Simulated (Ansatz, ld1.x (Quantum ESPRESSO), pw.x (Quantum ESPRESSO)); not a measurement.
**Equation-of-state test of one TM potential (silicon (Si))**

Si, norm-conserving Troullier–Martins (Kleinman–Bylander form), made with ld1.x (Quantum ESPRESSO) 7.5 (PBEsol, scalar-relativistic). Core [Ne], reference 3s2 3p2. Waves: 3s (bound): rc 1.45 bohr; 3p (bound): rc 2.35 bohr; 3d channel at 0.25 Ry: rc 2.10 bohr. Local part: all-electron potential smoothed inside 1.65 bohr (lloc = -1). Core correction: a·sin(br)/r model core, default radius (core density twice the valence density).

Crystal test: diamond Si in pw.x 7.5, no spin, 9³ k-points, Fermi–Dirac smearing 0.01 Ry, cutoffs 75/300 Ry. The reference is all-electron LAPW (Ansatz 0.2.0) with the same functional, mesh and smearing; V0 and B0 come from Birch–Murnaghan fits to the pressures at five volumes. Errors are pseudo minus all-electron; Δ is the rms difference of the E(V) curves that follow from these fits, minima aligned, over ±6 % about the mean V0. Mesh and smearing are coarse, so the numbers serve the comparison and aren't converged zero-temperature values; the lattice is a test structure that the element need not adopt.

All-electron: a0 = 5.432 Å (V0 = 20.04 Å³/atom), B0 = 93.4 GPa.

Question: How far does the potential miss the all-electron equation of state?

Answer: mean pressure error (GPa): -0.74; a0 (Å): 5.418; a0 error (%): -0.26; B0 error (%): +0.5; Δ (meV/atom): 3.2. The largest radius (2.35 bohr) exceeds half the bond length (2.22 bohr), so the spheres overlap, which is one possible source of error among others.

| V (Å³/atom) | P all-electron (GPa) | P pseudo (GPa) |
| --- | --- | --- |
| 19.005 | 5.52 | 4.64 |
| 19.505 | 2.66 | 1.85 |
| 20.005 | 0.14 | -0.60 |
| 20.505 | -2.06 | -2.74 |
| 21.005 | -4.00 | -4.61 |

Question: At the middle volume, how do free energy and pressure move when the wave cutoff is lowered (ecutrho kept at four times it)?

Answer:

```json
{"cutoff (Ry)": "34", "shift of F (meV/atom)": "+32.0", "shift of P (GPa)": "-0.69"}
{"cutoff (Ry)": "45", "shift of F (meV/atom)": "+14.8", "shift of P (GPa)": "-0.04"}
{"cutoff (Ry)": "60", "shift of F (meV/atom)": "+8.9", "shift of P (GPa)": "-0.09"}
```

The run at the middle volume (35 k-points, 7 iterations) took about 21 s on one core of a shared host (Neoverse-N1, 64 threads, 498 GiB, load 43).
